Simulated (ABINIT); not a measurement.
Crystal: KBr.

```xyz
2
Lattice="0.0000 3.3000 3.3000 3.3000 0.0000 3.3000 3.3000 3.3000 0.0000" Properties=species:S:1:pos:R:3 pbc="T T T"
Br    3.3000    3.3000    3.3000
K     0.0000    0.0000    0.0000
```

Program: ABINIT 10.8.3 (patched build). Alike in all runs: cell as given; smearing fermi-dirac 0.05 eV. Hardware: 1 thread of Arm Neoverse V1 (shared host).

Q: Order these runs on this cell by their wall time, lowest first.
A. task band structure; level HCTH407; potentials or basis JTH PAW PBE v2.0; spin SOC, no magnetisation; k mesh 7 × 7 × 7; cutoff (eV) 435; fine-grid cutoff 870.764 eV
B. task band structure; level LDA; potentials or basis JTH PAW LDA v2.0; spin off; k mesh 7 × 7 × 7; cutoff (eV) 544; fine-grid cutoff 1088.46 eV
C. task single point; level PBEsol; potentials or basis JTH PAW PBE v2.0; spin off; k mesh 9 × 9 × 9; cutoff (eV) 435; fine-grid cutoff 870.764 eV

A: C (30 s), B (94 s), A (220 s).
